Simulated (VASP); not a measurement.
A run of VASP 6.6.1:

Contents of INCAR:

```
  PREC = Accurate
  ENCUT = 520
  EDIFF = 1E-7
  ISMEAR = 0
  SIGMA = 0.02
  LREAL = False
  LASPH = True
  NELM = 60
  ALGO = Fast
  ISIF = 3
  LWAVE = False
  LCHARG = False
  GGA = PE
  IBRION = 2
  NSW = 80
  EDIFFG = -0.002
```

The input KPOINTS:

```
Automatic mesh
0
Gamma
  10 10 10
```

Contents of POSCAR:

```
GaP                                     
1.0
    0.0000000000      2.7527638777      2.7527638777
    2.7527638777      0.0000000000      2.7527638777
    2.7527638777      2.7527638777      0.0000000000
  Ga              P             
     1     1
Direct
     0.0000000000000000    0.0000000000000000    0.0000000000000000
     0.2500000000000000    0.2500000000000000    0.2500000000000000
```

Potentials or basis: VASP PAW PBE potentials, release 64 (Ga_d, P).

Launch:

```console
$ cat potpaw_PBE.64/Ga_d/POTCAR potpaw_PBE.64/P/POTCAR > POTCAR
$ mpirun -np 1 vasp_std > vasp.out
```

Hardware: 1 thread of Intel(R) Xeon(R) 6975P-C (Granite Rapids) (shared host).

Q: How long does it take, and how much memory?

A: Wall time 36 s on 1 thread of Intel(R) Xeon(R) 6975P-C (Granite Rapids) (shared host), peak memory 0.18 GiB. Counts: scf iterations 37, k points 47, ion steps 5.
